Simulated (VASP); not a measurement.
# Si (a cell with a defect): single point with PBE+D3(BJ)

Crystal: Si (a cell with a defect).

```xyz
17
Lattice="0.0000 5.4300 5.4300 5.4300 0.0000 5.4300 5.4300 5.4300 0.0000" Properties=species:S:1:pos:R:3 pbc="T T T"
Si    0.0979   -1.1584   -0.6309
Si    1.0514    1.4091    0.5706
Si    3.2151    2.9149   -0.4206
Si    4.0842    2.3642    1.9072
Si    2.8500   -0.0376    2.6460
Si    5.1354    1.3027    3.8210
Si    6.4186    3.1079    2.9313
Si    7.2866    4.4698    4.7369
Si    0.4044    1.7282    2.7481
Si    1.9842    2.7778    4.5199
Si    3.2034    4.0988    3.0485
Si    3.8623    6.2323    4.0276
Si    2.6049    2.2551    6.8566
Si    4.4965    3.7754    7.4919
Si    5.2520    5.3209    5.9503
Si    6.9078    5.9448    7.9528
Si    4.9871    5.0249    1.5998
```

The cell was built by a generator and needn't be a form met in nature.

```yaml
Program: VASP 6.6.1
Task: single point
Functional: PBE
Dispersion: D3(BJ)
Potentials_or_basis: VASP PAW PBE potentials, release 64 (Si)
Cutoff: 520 eV
k_mesh: 2 × 2 × 2
Occupations: fermi-dirac, width 0.02 eV
Spin: no spin polarisation
Dipole_correction: no
Further_INCAR_settings: LREAL = Auto; ALGO = Fast; EDIFF = 1e-06; NBANDS = 48
```

* Pressure: -2.7 GPa
* Largest force: 4.063 eV/Å
* Band gap on the k mesh: none (metal or under the smearing width)
* Dispersion energy per atom: -0.334 eV

Forces in eV/Å, atoms in the order of the input:
```
Si  -0.812 -0.341 -0.189
Si   0.646 -0.277 -0.566
Si   2.848 -2.591  1.300
Si   0.472 -0.880 -1.640
Si  -0.074  0.582  0.094
Si  -0.137 -0.625  1.259
Si  -0.767  1.140 -0.775
Si  -2.687  2.606 -0.605
Si  -0.635  0.844  1.224
Si  -1.050 -0.411  0.496
Si  -1.061  1.793  0.046
Si   0.799  0.073 -0.003
Si   0.618  0.540 -0.599
Si  -0.403 -1.157  0.714
Si   1.022  0.596 -0.512
Si   0.757 -1.278 -0.619
Si   0.464 -0.614  0.377
```

Stress tensor (GPa, compression positive):
```
-3.66 -2.58 -2.38
-2.58 -1.87  0.61
-2.38  0.61 -2.59
```

Levels at points of the mesh, in eV from the Fermi level:
```
           k point  band 30  band 31  band 32  band 33  band 34  band 35  band 36  band 37  band 38  band 39
(0.00, 0.00, 0.00)    -0.87    -0.80    -0.77    -0.42    -0.06     0.02     0.25     0.54     0.67     0.95
(0.50, 0.00, 0.00)    -1.40    -0.80    -0.60    -0.26    -0.06     0.27     0.57     0.87     1.04     1.17
(0.00, 0.50, 0.00)    -1.50    -1.26    -1.04    -0.45    -0.30     0.32     0.46     0.63     1.11     1.32
(0.00, 0.00, 0.50)    -1.12    -0.99    -0.89    -0.69    -0.35     0.00     0.60     0.81     1.05     1.28
(0.50, 0.50, 0.50)    -1.18    -1.02    -0.69    -0.49    -0.29     0.31     0.41     0.60     1.09     1.60
(0.50, 0.50, 0.00)    -1.22    -1.10    -0.83    -0.58     0.02     0.34     0.47     0.72     0.80     1.12
(0.00, 0.50, 0.50)    -1.24    -1.12    -1.04    -0.59    -0.24     0.19     0.44     0.72     1.06     1.27
(0.50, 0.00, 0.50)    -1.11    -0.87    -0.66    -0.33    -0.20     0.06     0.46     0.67     0.93     1.20
```

Run time: 2.6 min on 1 thread of Intel(R) Xeon(R) Platinum 8559C (Emerald Rapids), on a shared host, peak memory 0.46 GiB.

Caveat: the k mesh is coarse (spacing up to 0.50 Å⁻¹), so the values aren't converged.
